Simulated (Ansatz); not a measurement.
Ansatz input

```yaml
crystal:
  lattice:
    - [2.9533914217, 0.0, 0.0]
    - [0.0, 2.9533914217, 0.0]
    - [0.0, 0.0, 2.9533914217]
  atoms:
    - { symbol: Ce, position: [0.0, 0.0, 0.0], spin: 1.0 }
hamiltonian:
  xc: rpbe
  pseudopotentials:
    kind: paw
    azcp:
      Ce: "pseudopotentials/Ce.paw.azcp"
basis:
  ecutwfc: 420
  fft_grid_basis: typed
kpoints:
  mp_grid: { grid: [14, 14, 14], shift: [0, 0, 0] }
magnetization:
  spin_polarized: true
scf:
  occupations: { method: fermi_dirac, width: 0.05 }
output:
  write_density: true
  write_potential: true
  elf: true
  volumetric_format: npy
```

and its output:

```
band count auto-derived: 16 (N_el = 12.0; filled up to band 6; 11 by the electrons, moments and atoms)
Engine: ansatz 0.2.0, aarch64-unknown-linux-gnu
Pseudopotentials: kind: paw
Pseudopotential: Ce, paw, valence charge 12, recommended cutoff 420 eV (normal) 
Functional definition: RPBE
  parameter kappa = 0.804
  parameter beta = 0.06672455060314922
  exchange = rpbe_x(kappa = kappa, mu = beta*pi^2/3)
  correlation = pbe_c(beta = beta)
Crystal: 1 atoms, lattice volume = 25.761 Å³
Basis set: ecut = 420 eV, 485 PW (Γ)
Bands: 16, of which v1, the nominal top of the filled ones, is band 6 counted from 1 (5 counted from 0)
Symmetry: 48 space group operations
Space group: Pm-3m (ITA 221), of the structure as read, at distance tolerance 3.0e-5 Å
Magnetic group: BNS 221.92 (UNI 1594), of the structure as read, at distance tolerance 3.0e-5 Å
k-points: 120 of 2744
Non-local potential: Ce, projectors of the file, l = 0: 3, l = 1: 2, l = 2: 2, l = 3: 3
PAW form: soft (Blöchl's): semilocal exchange-correlation on the pseudo side does not see the compensation charge
PAW frozen core: Ce, regenerated for the run's functional, and the local potential with it (the file was generated under x = pbe(κ = 0.804, μ = 0.2195149727645171), c = pbe(β = 0.06672455060314922))
PAW one-centre angular grid: Ce, 590 points (default); XC on 64 Gauss nodes
Initial density: superposition of atomic densities (chi_scale 0.1, normalization cell)
Starting moments: Σ|m| = 1 μB on 1 of 1 site
Initial wavefunctions: pseudopotential atomic-orbital guess
Functional: x = rpbe, c = pbe(β = 0.06672455060314922)
SCF iter   1: F=—  HF=-6586.757747 eV  |F-HF|=—  |Δ(HF+E_count)|=         —  Δρ=1.24e-1 (↑1.24e-1 ↓9.54e-2)  dr2=5.89e0  dr2_m=4.47e-1  M=0.181 μB ∫|m|=0.181 μB  β_m=0.30  ethr=3.10e-3  ⟨swp⟩=5.2  Hψ=21582  notcnv=0  defer=11
Mixer restart at iter 1: flushing history
SCF iter   2: F=—  HF=-6585.666155 eV  |F-HF|=—  |Δ(HF+E_count)|=    1.09e0  Δρ=8.41e-2 (↑8.41e-2 ↓6.72e-2)  dr2=2.56e0  dr2_m=2.20e-1  M=0.163 μB ∫|m|=0.163 μB  β_m=0.59  ethr=3.10e-3  ⟨swp⟩=3.4  Hψ=11247  notcnv=0  defer=366
SCF iter   3: F=—  HF=-6584.677519 eV  |F-HF|=—  |Δ(HF+E_count)|=   9.89e-1  Δρ=1.12e-2 (↑6.70e-3 ↓1.12e-2)  dr2=2.92e-2  dr2_m=3.18e-3  M=0.103 μB ∫|m|=0.104 μB  β_m=0.79  ethr=3.10e-3  ⟨swp⟩=4.3  Hψ=11250  notcnv=0  defer=367
SCF iter   4: F=—  HF=-6584.867051 eV  |F-HF|=—  |Δ(HF+E_count)|=   1.90e-1  Δρ=3.55e-3 (↑1.64e-3 ↓3.55e-3)  dr2=4.81e-3  dr2_m=4.90e-4  M=0.069 μB ∫|m|=0.069 μB  β_m=0.90  ethr=2.43e-4  ⟨swp⟩=4.6  Hψ=12753  notcnv=0  defer=168
SCF iter   5: F=—  HF=-6584.922533 eV  |F-HF|=—  |Δ(HF+E_count)|=   5.55e-2  Δρ=2.50e-3 (↑1.60e-3 ↓2.50e-3)  dr2=2.42e-3  dr2_m=9.13e-5  M=0.046 μB ∫|m|=0.046 μB  β_m=0.95  ethr=4.01e-5  ⟨swp⟩=3.0  Hψ=9248  notcnv=0  defer=164
SCF iter   6: F=—  HF=-6584.944545 eV  |F-HF|=—  |Δ(HF+E_count)|=   2.20e-2  Δρ=8.47e-4 (↑2.78e-4 ↓8.47e-4)  dr2=2.39e-4  dr2_m=2.82e-5  M=0.025 μB ∫|m|=0.025 μB  β_m=0.97  ethr=2.02e-5  ⟨swp⟩=3.0  Hψ=9254  notcnv=0  defer=155
SCF iter   7: F=—  HF=-6584.946617 eV  |F-HF|=—  |Δ(HF+E_count)|=   2.07e-3  Δρ=5.27e-4 (↑5.27e-4 ↓1.27e-4)  dr2=9.81e-5  dr2_m=1.15e-5  M=0.011 μB ∫|m|=0.011 μB  β_m=0.89  ethr=1.99e-6  ⟨swp⟩=3.7  Hψ=9847  notcnv=0  defer=155
SCF iter   8: F=—  HF=-6584.946655 eV  |F-HF|=—  |Δ(HF+E_count)|=   3.79e-5  Δρ=3.24e-4 (↑3.24e-4 ↓6.54e-5)  dr2=2.30e-5  dr2_m=6.01e-6  M=0.009 μB ∫|m|=0.009 μB  β_m=0.95  ethr=8.17e-7  ⟨swp⟩=2.7  Hψ=5609  notcnv=0  defer=155
SCF iter   9: F=—  HF=-6584.946651 eV  |F-HF|=—  |Δ(HF+E_count)|=   4.03e-6  Δρ=1.86e-4 (↑1.86e-4 ↓1.34e-4)  dr2=2.27e-5  dr2_m=1.96e-7  M=0.002 μB ∫|m|=0.002 μB  β_m=0.84  ethr=1.91e-7  ⟨swp⟩=1.0  Hψ=3840  notcnv=0  defer=155
SCF iter  10: F=—  HF=-6584.946708 eV  |F-HF|=—  |Δ(HF+E_count)|=   5.62e-5  Δρ=3.05e-5 (↑3.05e-5 ↓1.75e-5)  dr2=4.34e-7  dr2_m=2.71e-8  M=0.002 μB ∫|m|=0.002 μB  β_m=0.92  ethr=1.89e-7  ⟨swp⟩=2.0  Hψ=6880  notcnv=0  defer=155
SCF iter  11: F=—  HF=-6584.946710 eV  |F-HF|=—  |Δ(HF+E_count)|=   2.23e-6  Δρ=1.28e-5 (↑1.28e-5 ↓4.68e-6)  dr2=3.34e-8  dr2_m=1.35e-8  M=0.001 μB ∫|m|=0.001 μB  β_m=0.96  ethr=3.62e-9  ⟨swp⟩=2.0  Hψ=5555  notcnv=0  defer=155
iter 12 did not close the SCF: its close was put off for a magnetic moment that had not settled (scf_convergence_deferred on its scf_iter line)
SCF iter  12: F=-6584.946710 eV  HF=-6584.946710 eV  |F-HF|=5.62e-8  |Δ(HF+E_count)|=   1.57e-7  Δρ=9.87e-6 (↑9.87e-6 ↓8.00e-6)  dr2=6.47e-8  dr2_m=4.65e-10  M=0.000 μB ∫|m|=0.000 μB  β_m=0.98  ethr=2.78e-10  ⟨swp⟩=5.5  Hψ=18698  notcnv=0
SCF iter  13: F=-6584.946710 eV  HF=-6584.946710 eV  |F-HF|=2.05e-9  |Δ(HF+E_count)|=   5.94e-9  Δρ=1.67e-6 (↑1.67e-6 ↓1.67e-6)  dr2=2.37e-9  dr2_m=3.46e-12  M=0.000 μB ∫|m|=0.000 μB  ethr=2.78e-10  ⟨swp⟩=1.0  Hψ=10015  notcnv=0
SCF 1 converged in 13 iterations: F = -6584.946710 eV  dr2 = 2.37e-9
WARN: the starting moments were not kept: the SCF closed with an absolute magnetisation of 2.5e-5 μB, where they sum to 1 μB in size (1 site). That is at most 0.1 of that sum. Measured as dr2_m measures the in/out step, that magnetisation stands 3.1e-10 eV from none, at or under the dr2_threshold of 1.0e-7 eV: it is no larger than a step whose dr2_m would equal this threshold. The system may hold no moment; this SCF shows only that its start led to no more than that. To try another start: raise the starting moments (crystal.atoms[].spin, magnetization.per_species, magnetization.initial_magnetization, or on a non-collinear deck that types none of these the spinor_matrix: blocks that start its atoms; where the total moment is fixed, keep their sum and leave initial_magnetization as it is; typed ones take the place of any that the run laid by itself, positive ones on a crystal's lanthanoids without a Hubbard term where scf.initial_density.shell_occupations: [] is typed) or, if the notice of its spin-set hold's release reads "site moments contracting" or "site moments show no strong build", lengthen the hold (scf.mixing.spin_hold: { on: { confirm: 4 } }; for m-r²SCAN on two components see the key's manual first). Each may lead to a state that holds a moment. A second SCF, from the converged charge density, with the starting moments and any scf.initial_density.shell_occupations laid on it anew, would have followed, and was not run: the deck does not ask for one (magnetization.retry_lost_moments is false, the default). To let it run, set magnetization.retry_lost_moments: true and run the deck again, where that key's refused combinations let it; where memory then withholds it, that run's warning says so.
SCF converged after 13 iterations
Magnetization: 0.0000 μB (6.0000 up, 6.0000 down)
Absolute magnetization: 0.0000 μB (∫|ρ↑−ρ↓|, with the PAW one-centre terms)
Spin contamination: 0.0000 ħ² per cell (⟨S²⟩ above its minimum at these occupations)
Per-site moments (μB) at R_I (Å): [(1.974500198107844e-5, 1.21827396145125)]
Free energy (F): -6584.946710 eV
Harris-Foulkes:  -6584.946710 eV  (|F-HF|=2.05e-9)
Internal energy: -6584.917620 eV  (E = F + TS)
E sigma→0 (E₀):  -6584.932165 eV
Entropy (-TS):   -0.029090 eV (-29.090 meV/atom)
Fermi energy:    16.685094 eV
--- Per-component energies (eV) ---
  E_band       = 24.831384
  E_kinetic    = 374.917480
  E_local      = -325.384455  (includes V_loc(G=0)·N_el)
  E_nonlocal   = -38.763714
  E_hartree    = 114.266480
  E_xc         = -224.420077
  E_vxc        = -249.327443  (∫ρ·V_xc dr)
  E_paw        = -5489.441162  (= ΣΔE_a)
  E_vpaw       = 34.857338  (= ΣTr[D̂ρ^β])
  E_aug_tail   = 0.000000  (compensation charges beyond the density's cutoff)
  E_ewald      = -996.020230
  E_core_change = -0.071942  (= ΣΔE_core)
  E_smearing   = -0.029090  (= −TS)
  E_closure    = 0.000000  (closes the sum)
  Σ components = -6584.946710   (vs F -6584.946710, Δ=0.00e0)
--- Band table (eV; the first three rows and the last of 240) ---
  k-point 0 ↑: bands = ["-18.3538", "0.9676", "0.9676", "0.9676", "14.2714", "15.0571", "15.0571", "17.4435", "17.4435", "17.4435", "17.8612", "17.8612", "17.8612", "18.0740", "25.8620", "25.8620"]
  k-point 1 ↑: bands = ["-18.3267", "0.7252", "0.9881", "0.9881", "14.4347", "15.0970", "15.3317", "17.4296", "17.4544", "17.4544", "17.8649", "17.8680", "17.8680", "18.0656", "25.4206", "25.4206"]
  k-point 2 ↑: bands = ["-18.2495", "0.0958", "1.0463", "1.0463", "14.7214", "15.2135", "16.2020", "17.3870", "17.4859", "17.4859", "17.8902", "17.8902", "17.9064", "18.0423", "24.4109", "24.4109"]
  k-point 119 ↓: bands = ["-16.6068", "-1.5579", "-1.5579", "-1.5579", "14.8797", "14.8797", "14.8797", "16.6493", "17.6709", "17.6709", "17.6709", "18.0839", "18.0839", "18.0839", "23.6973", "30.1302"]
```

Command:

```sh
ansatz run input.yaml --threads 4 --pin off --max-ram 8192MiB --backend cpu --events-out ev --progress --plain --runs-dir out
```

On 4 threads of Arm Neoverse N1 (shared host) this took about 6.7 s of wall time and 22 s of CPU time.

With an open f shell the SCF can settle in more than one state.
